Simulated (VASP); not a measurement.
# BaTiO3 (Barioperovskite) (Amm2) in VASP: further runs, part 2 of 3

VASP 6.6.1. Earlier steps stand in the parts before.

## Step 3: Relaxation of cell and atoms, AM05

Input file INCAR:

```
SYSTEM = BaTiO3
  PREC = Accurate
  ENCUT = 600
  EDIFF = 1E-6
  ISMEAR = -1
  SIGMA = 0.05
  LREAL = .False.
  LASPH = .True.
  NELM = 80
  ALGO = Normal
  ISIF = 3
  LWAVE = .False.
  LCHARG = .False.
  GGA = AM
  IBRION = 2
  NSW = 40
  EDIFFG = -0.01
```

Input file KPOINTS:

```
Automatic mesh
0
Gamma
  7 7 7
  0 0 0
```

Input file POSCAR:

```
BaTiO3
1.0
    3.9855000000      0.0000000000      0.0000000000
    0.0000000000      2.8369000000      2.8451500000
    0.0000000000     -2.8369000000      2.8451500000
Ba Ti O
1 1 3
Direct
    0.0000000000      0.0000000000      0.0000000000
    0.5000000000      0.5124000000      0.5124000000
    0.5000000000      0.9918400000      0.5052400000
    0.5000000000      0.5052400000      0.9918400000
    0.0000000000      0.4874000000      0.4874000000
```

Potentials or basis: VASP PAW PBE potentials, release 64 (Ba_sv, Ti_sv, O).

The run is started by

```
$ cat potpaw_PBE.64/Ba_sv/POTCAR potpaw_PBE.64/Ti_sv/POTCAR potpaw_PBE.64/O/POTCAR > POTCAR
$ mpirun -np 1 vasp_std > vasp.out
```

OUTCAR:

```text
SYSTEM = BaTiO3
   PREC = Accurate
   ENCUT = 600
   EDIFF = 1E-6
   ISMEAR = -1
   LREAL = .False.
   LASPH = .True.
   NELM = 80
   ISIF = 3
   GGA = AM
   IBRION = 2
   NSW = 40
   EDIFFG = -0.01

 ion  position               nearest neighbor table
   1  0.000  0.000  0.000-   5 2.77   4 2.81   3 2.81   3 2.81   4 2.81   5 2.84   5 2.84   4 2.84
                             3 2.84   3 2.84   4 2.84   5 2.92   2 3.42   2 3.42   2 3.47   2 3.47
   2  0.500  0.512  0.512-   3 1.93   4 1.93   5 2.00   5 2.00   3 2.09   4 2.09   1 3.42   1 3.42
                             1 3.47   1 3.47   1 3.47   1 3.47   1 3.53   1 3.53
   3  0.500  0.992  0.505-   2 1.93   2 2.09   1 2.81   1 2.81   1 2.84   1 2.84
   4  0.500  0.505  0.992-   2 1.93   2 2.09   1 2.81   1 2.81   1 2.84   1 2.84
   5  0.000  0.487  0.487-   2 2.00   2 2.00   1 2.77   1 2.84   1 2.84   1 2.92

  LATTYP: Found a base centered orthorhombic cell.
 ALAT       =     5.6738000000
 B/A-ratio  =     1.0029081039
 C/A-ratio  =     0.7024392823

  Lattice vectors:

 A1 = (   0.0000000000,   2.8369000000,  -2.8451500000)
 A2 = (   0.0000000000,   2.8369000000,   2.8451500000)
 A3 = (   3.9855000000,   0.0000000000,   0.0000000000)

Analysis of symmetry for initial positions (statically):
=====================================================================
 Subroutine PRICEL returns:
 Original cell was already a primitive cell.

 Routine SETGRP: Setting up the symmetry group for a
 base centered orthorhombic supercell.

 Subroutine GETGRP returns: Found  4 space group operations
 (whereof  4 operations were pure point group operations)
 out of a pool of  8 trial point group operations.

The static configuration has the point symmetry C_2v.

Analysis of symmetry for dynamics (positions and initial velocities):
=====================================================================
 Subroutine PRICEL returns:
 Original cell was already a primitive cell.
[... 152 lines left out ...]

--------------------------------------- Ionic step        1  -------------------------------------------

 number of electron      39.9999992 magnetization

 Free energy of the ion-electron system (eV)
  ---------------------------------------------------
  ext. energy  EPLUGINS =         0.00000000
  ---------------------------------------------------
  free energy    TOTEN  =       -40.77320707 eV

  energy without entropy =      -40.77320707  energy(sigma->0) =      -40.77320707

------------------------ aborting loop because EDIFF is reached ----------------------------------------

  FORCE on cell =-STRESS in cart. coord.  units (eV):
  Direction    XX          YY          ZZ          XY          YZ          ZX
  --------------------------------------------------------------------------------------
  -------------------------------------------------------------------------------------
  Total       -0.5743342     -0.5210176     -0.7720392      0.0000000      0.0000000      0.0000000
  in kB      -14.3025438    -12.9748101    -19.2259556      0.0000000      0.0000000      0.0000000
  external PRESSURE =     -15.5011032 kB  Pullay stress =       0.0000000 kB
[... 98 lines left out ...]
  FREE ENERGIE OF THE ION-ELECTRON SYSTEM (eV)
  ---------------------------------------------------
  free  energy   TOTEN  =       -40.7846733950 eV

  energy  without entropy=      -40.7846733948  energy(sigma->0) =      -40.78467339

[... ionic steps 4 to 9 ...]

--------------------------------------- Ionic step       10  -------------------------------------------

 number of electron      39.9999987 magnetization

------------------------ aborting loop because EDIFF is reached ----------------------------------------
[... 73 lines left out ...]
--------------------------------------- Ionic step       12  -------------------------------------------

 number of electron      39.9999986 magnetization

 Free energy of the ion-electron system (eV)
  ---------------------------------------------------
  ext. energy  EPLUGINS =         0.00000000
  ---------------------------------------------------
  free energy    TOTEN  =       -40.81202371 eV

  energy without entropy =      -40.81202371  energy(sigma->0) =      -40.81202371

 E-fermi :   4.8480     XC(G=0): -11.3250

 val. band max:        3.5723217790   @ k =   0.4286   0.4286   0.4286
 cond. band min:       5.8603252953   @ k =   0.0000   0.0000   0.0000
 fundamental gap:      2.2880035164
 Fermi energy:         4.8480327418

 k-point     1 :       0.0000    0.0000    0.0000
  band No.  band energies     occupation
      1     -52.3364      2.00000
      2     -28.8011      2.00000
      3     -28.7954      2.00000
      4     -28.7311      2.00000
      5     -21.2180      2.00000
      6     -13.0684      2.00000
[... 637 lines left out ...]
     23       7.5856      0.00000
     24       9.0585      0.00000

 [... further k-points ...]
[... 5 lines left out ...]
  --------------------------------------------------------------------------------------
  -------------------------------------------------------------------------------------
  Total       -0.0339873     -0.0175868     -0.0120507      0.0000000      0.0000000      0.0000000
  in kB       -0.8395214     -0.4344117     -0.2976662      0.0000000      0.0000000      0.0000000
  external PRESSURE =      -0.5238664 kB  Pullay stress =       0.0000000 kB
[... 20 lines left out ...]
  FREE ENERGIE OF THE ION-ELECTRON SYSTEM (eV)
  ---------------------------------------------------
  free  energy   TOTEN  =       -40.8120237118 eV

  energy  without entropy=      -40.8120237118  energy(sigma->0) =      -40.81202371

 reached required accuracy - stopping structural energy minimisation
```

CONTCAR:

```text
BaTiO3
   1.00000000000000
     3.9570951192316781    0.0000000000000000    0.0000000000000000
     0.0000000000000000    2.8546637966360975    2.8710022624748501
     0.0000000000000000   -2.8546637966360975    2.8710022624748501
  Ba              Ti              O
     1     1     3
Direct
     0.0000000000000000    0.0082500239954054    0.0082500239954054
     0.5000000000000000    0.5241101801412337    0.5241101801412337
     0.5000000000000000    0.9806550109619818    0.4937767119987284
     0.5000000000000000    0.4937767119987284    0.9806550109619819
     0.0000000000000000    0.4900880729026551    0.4900880729026551

  0.00000000E+00  0.00000000E+00  0.00000000E+00
  0.00000000E+00  0.00000000E+00  0.00000000E+00
  0.00000000E+00  0.00000000E+00  0.00000000E+00
  0.00000000E+00  0.00000000E+00  0.00000000E+00
  0.00000000E+00  0.00000000E+00  0.00000000E+00
```

Wall time 5.4 min (1 thread of AMD EPYC 9R45 (Zen 5), shared host); peak memory 0.25 GiB.

Results:

```yaml
Free_energy: -40.8120 eV
Relaxed_volume: 12.97 Å³/atom
Relaxed_cell: a = 3.957 Å, b = 4.049 Å, c = 4.049 Å, α = 89.67°, β = 90.00°, γ = 90.00°
Space_group_after_relaxing_to_0.05_Å: Amm2 (No. 38)
Energy_gained_by_relaxing: 7.8 meV/atom
Ionic_steps: 12
Pressure_after_relaxing: -0.1 GPa
Largest_force_after_relaxing: 0.009 eV/Å
Band_gap_on_the_k_mesh: 2.29 eV, indirect (least direct gap 2.66 eV)
```

Forces on the atoms (eV/Å):
```
Ba   0.000  0.000  0.003
Ti   0.000  0.000 -0.009
O    0.000 -0.008  0.001
O    0.000  0.008  0.001
O    0.000  0.000  0.004
```

The path:
| step | energy change (eV) | largest force (eV/Å) | pressure (GPa) | volume (Å³) |
| --- | --- | --- | --- | --- |
| 1 | 0.0000 | 0.3064 | -1.55 | 64.34 |
| 2 | -0.0110 | 0.2003 | 1.98 | 63.18 |
| 3 | -0.0115 | 0.2144 | 1.39 | 63.37 |
| 4 | -0.0243 | 0.1428 | 1.12 | 63.68 |
| 5 | -0.0320 | 0.1253 | 0.94 | 64.18 |
| 6 | -0.0333 | 0.1769 | -1.60 | 65.19 |
| 7 | -0.0353 | 0.1033 | -0.52 | 64.74 |
| 8 | -0.0375 | 0.0710 | 0.08 | 64.58 |
| 9 | -0.0375 | 0.0672 | 0.14 | 64.56 |
| 10 | -0.0382 | 0.0382 | 0.11 | 64.65 |
| 11 | -0.0386 | 0.0448 | 0.00 | 64.80 |
| 12 | -0.0388 | 0.0089 | -0.05 | 64.86 |

Final structure:
```yaml
crystal:
  lattice:
    - [3.95710, 0.00000, 0.00000]
    - [0.00000, 2.85466, 2.87100]
    - [0.00000, -2.85466, 2.87100]
  atoms:
    - { symbol: Ba, position: [0.00000, 0.00825, 0.00825] }
    - { symbol: Ti, position: [0.50000, 0.52411, 0.52411] }
    - { symbol: O, position: [0.50000, 0.98066, 0.49378] }
    - { symbol: O, position: [0.50000, 0.49378, 0.98066] }
    - { symbol: O, position: [0.00000, 0.49009, 0.49009] }
```

Caveat: the PAW data sets were made with another functional, which shifts forces and pressure a little; spin-orbit coupling is left out, which moves the levels of the heavy elements; an odd mesh through Γ misses points on the zone boundary, where band edges often lie. As with any semilocal functional, this AM05 gap is likely too small.

(Part 2 of 3 ends here.)
